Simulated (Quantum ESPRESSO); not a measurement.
Si2W: equation of state with PBEsol

The system is Si2W.

```
CELL_PARAMETERS angstrom
-1.60690 1.60690 3.91495
1.60690 -1.60690 3.91495
1.60690 1.60690 -3.91495
ATOMIC_POSITIONS crystal
W 0.00000 0.00000 0.00000
Si 0.66530 0.66530 0.00000
Si 0.33470 0.33470 0.00000
```

```
Program             : Quantum ESPRESSO 7.5
Task                : equation of state
Functional          : PBEsol
Potentials or basis : GBRV 1.5 PBEsol
Cutoff              : 762 eV
Density cutoff      : 6095 eV
k mesh              : 12 × 12 × 12
Occupations         : fermi-dirac, width 0.05 eV
Spin                : no spin polarisation
```

* Equilibrium volume: 13.37 Å³/atom
* Bulk modulus at fixed shape and positions: 236 GPa
* Pressure derivative of the bulk modulus: 4.4

Energy against volume, from the lowest point:
```tsv
volume (Å³/atom)	energy (meV/atom)
12.670	28.86
12.939	10.05
13.209	0.76
13.479	0.00
13.748	6.90
14.018	20.67
14.287	40.60
```

All runs of the series together: 5.8 min on 2 threads of Intel(R) Xeon(R) 6975P-C (Granite Rapids), on a shared host.

Caveat: the cell was scaled at fixed shape and fractional positions, which overstates the stiffness of a crystal with free parameters, most of all of layers and chains. The run has no spin-orbit coupling, so splittings on W are missing.
